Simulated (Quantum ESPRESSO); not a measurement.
Crystal: TiO.

```
Ti O
1.0
     2.70834    0.00000    0.00000
     0.00000    2.70834    0.00000
     0.00000    0.00000    2.70834
Ti O
1 1
Direct
  0.00000 0.00000 0.00000
  0.50000 0.50000 0.50000
```

The cell comes from a database or a generator and needn't be the stable form of this composition.

```yaml
Program: Quantum ESPRESSO 7.5
Task: phonons
Functional: LDA
Potentials_or_basis: GBRV 1.5 LDA
Cutoff: 612 eV
Density_cutoff: 4898 eV
k_mesh: 10 × 10 × 10, shifted
Occupations: gaussian, width 0.272 eV
Spin: collinear spin, ferromagnetic start
Starting_moments: "[1.0, 0.0] μB"
Form_of_the_LDA_correlation: PZ81
Mixing_beta: 0.3
Most_SCF_iterations: 120
SCF_threshold: 4e-10 Ry
```

At Γ the optical frequencies are 185 185 185 cm⁻¹, at a pressure of -28.1 GPa.

**Question.** How do the modes respond when the cell is scaled evenly, at fixed shape?

**Answer.** The highest mode has a Grüneisen parameter of 6.82 and moves by +9.3 cm⁻¹ per GPa. None of the listed modes softens on compression. The pressures give a bulk modulus of about 136 GPa.

Frequencies at 99 % and 101 % of the volume (pressures -26.7 and -29.4 GPa), ions relaxed:
```
mode  99 % (cm⁻¹)  101 % (cm⁻¹)  Grüneisen parameter
   4        197.4         172.2                 6.82
   5        197.4         172.2                 6.82
   6        197.4         172.2                 6.82
```

Modes are matched by their order; those that don't vary smoothly over the three volumes are left out.

Caveat: the mesh is thin for the phonons of a metal; the cell is more than 3 GPa from zero pressure, which shifts response properties; a pressure of tens of GPa on the cell as given is suspect, and the run, the potentials or the cell itself is likely at fault.
